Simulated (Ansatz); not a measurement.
# Ag: the change of pressure and energy above lowest point with volume per atom

Equation of state of a cubic crystal from periodic Kohn-Sham density functional theory without spin; pressure corrected for the finite basis. The results are calculated, by Ansatz 0.2.0 development build.

Cell of the first row (space group Im-3m, No. 229):
```
Ag
1.0
     -1.6173     1.6173     1.6173
      1.6173    -1.6173     1.6173
      1.6173     1.6173    -1.6173
Ag
1
Direct
  0.00000 0.00000 0.00000
```

Settings of every row: formula Ag; structure type bcc; functional PBE; spin treatment none; k mesh 23x23x23; occupation method fermi-dirac; occupation width 0.061225619 eV; wave cutoff 420 eV; datasets soft-1 PAW; density cutoff ratio 4.

Limits: a cubic model structure, not a phase known at ambient conditions; modest k-mesh, values are not fully converged in k.

```csv
row,volume per atom (Å³),pressure (GPa),energy above lowest point (meV/atom)
1,16.92,6.442,19.95
2,17.28,3.969,8.32
3,17.64,1.806,1.89
4,18,-0.087,0
5,18.36,?,?
6,18.72,-3.187,7.67
7,19.08,-4.448,16.28
```

Question: what pressure and energy above lowest point should row 5 give?

Worked fit of pressure. Take u = (V_r/V)^(2/3) − 1 with V_r = 17.82 Å³ an atom, which is twice the finite (Eulerian) strain; such expansions in the strain, on which the Birch-Murnaghan equation of state is built, carry the rest volume and the bulk modulus. The shown rows have u = 0.03515, 0.02073, 0.00679, -0.00668, -0.03231, -0.04452. Least squares give pressure = 0.8275 + 140.418 × u + 524.01 × u² + 714 × u³ GPa; a parabola predicts inner rows, each left out in turn, worse (root mean square 0.013 against 0.0015 GPa). The rows lie off it by 0.000, -0.001, 0.001, 0.000, -0.001, 0.000. The pressure vanishes at u = -0.0060, or V = 17.98 Å³ an atom, and there the bulk modulus at fixed shape and fractions is B = −V dP/dV = (2/3)(1 + u) dP/du = 88.9 GPa. The withheld row has u = -0.01971, so the fit gives 0.8275 + 140.418 × (-0.01971) + 524.01 × (-0.01971)² + 714 × (-0.01971)³ = -1.742 GPa.

The calculation gave -1.742 GPa. The fit meets it to the printed digit.

Worked fit of energy above lowest point. Take u = (V_r/V)^(2/3) − 1 with V_r = 17.82 Å³ an atom, which is twice the finite (Eulerian) strain; such expansions in the strain, on which the Birch-Murnaghan equation of state is built, carry the rest volume and the bulk modulus. The shown rows have u = 0.03515, 0.02073, 0.00679, -0.00668, -0.03231, -0.04452. Least squares give energy above lowest point = 0.413 + 138.15 × u + 11540.7 × u² + 9707 × u³ meV/atom; a parabola predicts inner rows, each left out in turn, worse (root mean square 0.18 against 0.005 meV/atom). All shown rows lie on it to the printed digit. Its lowest point lies at u = -0.0060, or V = 17.98 Å³ an atom, and the curvature there gives the bulk modulus at fixed shape and fractions, B = (4/9)(1 + u)² E″(u)/V = 88.9 GPa. The withheld row has u = -0.01971, so the fit gives 0.413 + 138.15 × (-0.01971) + 11540.7 × (-0.01971)² + 9707 × (-0.01971)³ = 2.10 meV/atom.

The calculation gave 2.09 meV/atom. The fit lies 0.01 meV/atom (0.05 % of the column's range) above it, one unit of the last digit.
